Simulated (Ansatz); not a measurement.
C$_{5}$H$_{8}$, relaxed with RKS PBE0-D4/def2-TZVP in Ansatz from a GFN2-xTB geometry. The force threshold is 0.005 eV/Å; the program also tests the step.

Total charge 0; spin multiplicity 1.

Start:

```xyz
13

C     0.000    0.000    0.000
C     1.037   -1.050   -0.055
C     0.069   -0.963    1.118
C    -1.038    0.547   -0.898
C    -0.068    1.467   -0.166
H     2.071   -0.768    0.124
H     0.908   -1.871   -0.754
H     0.462   -0.623    2.072
H    -0.701   -1.726    1.193
H    -2.071    0.536   -0.563
H    -0.909    0.431   -1.970
H    -0.461    2.063    0.653
H     0.701    1.958   -0.754
```

Q: How much energy does the relaxation release, and in how many steps? (An estimate is asked.)

A: Computed: 0.07 kcal/mol, in 3 steps.

Q: Which bonds change most? (Best estimate.)

A: Computed: C2–C3 from 1.524 to 1.518 Å; C4–C5 from 1.524 to 1.518 Å; C1–C3 from 1.477 to 1.473 Å; C1–C2 from 1.477 to 1.473 Å.

Q: Give the relaxed structure. (Estimate.)

A: Ansatz gave: 
```xyz
13

C     0.000    0.000    0.000
C     1.034   -1.047   -0.054
C     0.069   -0.960    1.114
C    -1.034    0.546   -0.895
C    -0.068    1.462   -0.165
H     2.065   -0.765    0.125
H     0.903   -1.866   -0.752
H     0.462   -0.620    2.066
H    -0.699   -1.722    1.188
H    -2.065    0.535   -0.560
H    -0.905    0.430   -1.965
H    -0.461    2.056    0.652
H     0.700    1.952   -0.754
```
